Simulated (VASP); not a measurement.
## PbSe (zincblende): one PBEsol relaxation of cell and atoms in two programs

Start cell

```cif
data_structure
_symmetry_space_group_name_H-M 'P 1'
_symmetry_Int_Tables_number 1
_cell_length_a 4.8773
_cell_length_b 4.8773
_cell_length_c 4.8773
_cell_angle_alpha 60.000
_cell_angle_beta 60.000
_cell_angle_gamma 60.000
_cell_volume 82.04
loop_
_atom_site_label
_atom_site_type_symbol
_atom_site_fract_x
_atom_site_fract_y
_atom_site_fract_z
_atom_site_occupancy
Pb1 Pb 0.00000 0.00000 0.00000 1
Se1 Se 0.25000 0.25000 0.25000 1
```

Datasets and cutoffs are each program's own. VASP's cell holds 20 valence electrons and Ansatz's 30.

Cutoffs: 600 eV in VASP, 420 eV in Ansatz. k meshes: 6×6×6 and 6×6×6.

```json
{"": "relaxed cell vector lengths", "VASP": "4.798, 4.798, 4.798 Å", "Ansatz": "4.798, 4.798, 4.798 Å"}
{"": "relaxed cell volume", "VASP": "78.12 Å³", "Ansatz": "78.13 Å³"}
```
